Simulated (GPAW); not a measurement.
ZnSe (Stilleite): single point with C09-vdW

The system is ZnSe (Stilleite).

```
Se Zn
1.0
     0.00000    2.83380    2.83380
     2.83380    0.00000    2.83380
     2.83380    2.83380    0.00000
Se Zn
1 1
Cartesian
  4.2507 4.2507 4.2507
  0.0000 0.0000 0.0000
```

- Program: GPAW 26.7.0
- Task: single point
- Functional: C09-vdW
- Potentials or basis: GPAW PAW data sets (gpaw-data 1.2.1)
- Cutoff: 600 eV
- Basis: pw
- k mesh: 8 × 8 × 8
- Occupations: fermi-dirac, width 0.05 eV
- Spin: collinear spin, ferromagnetic start
- Starting moments: [0.5, 0.0] μB
- Fixed moment: 0.5 μB

```yaml
Net_moment: 0.50 μB per cell
Site_moments: Se +0.14; Zn +0.11 μB
```

Wall time 38 s on 1 thread of Arm Neoverse V1 (shared host), peak memory 0.22 GiB.

Caveat: the total moment is fixed, so each spin has its own Fermi level.
